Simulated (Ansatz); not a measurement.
Runs of Ansatz 0.2.0 on La2O3. It takes space group P-3m1 (No. 164, trigonal). The conventional cell has a = 3.931 Å, b = 3.931 Å, c = 6.112 Å, α = 90.00°, β = 90.00°, γ = 120.00°. La (site symmetry 3m) has 4 O at 2.36 to 2.44 Å as nearest neighbours. O (site symmetry -3m) has 6 La at 2.72 Å as nearest neighbours. O (site symmetry 3m) is surrounded by 4 La at 2.36 to 2.44 Å. The cell is a database's computed one.

| level | U | hubbard projectors | double counting | gap on the mesh (eV) | pressure (GPa) | relaxed volume (Å³/atom) |
| --- | --- | --- | --- | --- | --- | --- |
| LDA+U | La f U = 3 eV | ortho-atomic (the default) | fll (the default) | 3.82 | 0.0 | 15.75 |
| LDA+U | La f U = 6 eV | ortho-atomic (the default) | fll (the default) | 3.80 | 0.0 | (a) |
| LDA | - | - | - | 3.80 | 0.0 | (c) |
| LDA+U | La f U = 2 eV | ortho-atomic (the default) | fll (the default) | 3.82 | 0.0 | 15.68 |
| LDA+U | La f U = 1 eV | ortho-atomic (the default) | fll (the default) | 3.82 | 0.0 | 15.61 |
| LDA+U | La f U = 8 eV | ortho-atomic (the default) | fll (the default) | 3.79 | 0.0 | 16.06 |
| LDA+U | La f U = 5 eV | ortho-atomic (the default) | fll (the default) | 3.81 | 0.0 | 15.88 |
| LDA+U | La f U = 4 eV | ortho-atomic (the default) | fll (the default) | 3.82 | 0.0 | (b) |

Alike in all rows: task relaxation of cell and atoms; potentials or basis Ansatz PAW; no spin polarisation; cell relaxed; k mesh 8 × 8 × 5; cutoff (eV) 420; smearing fermi-dirac 0.05 eV.

Problem. Estimate the missing entries.

Solution. (a) 15.94; (b) 15.82; (c) 15.54.

Caveats: odd divisions of the mesh miss points on the zone boundary, where band edges often lie, so the gap on the mesh can be too wide; the plane-wave basis is chosen anew once the cell has moved, so the energies of steps on either side of that aren't comparable; spin-orbit coupling is left out, which moves the levels of the heavy elements; the PAW data sets come from PBE, with cores solved anew for the run's functional, which leaves a small shift of forces and pressure; the magnetic or orbital state may not be the lowest (some runs).

A k mesh can miss the band edges, and the runs leave out spin-orbit coupling on La.

Runs at the PBE level aren't shown here.
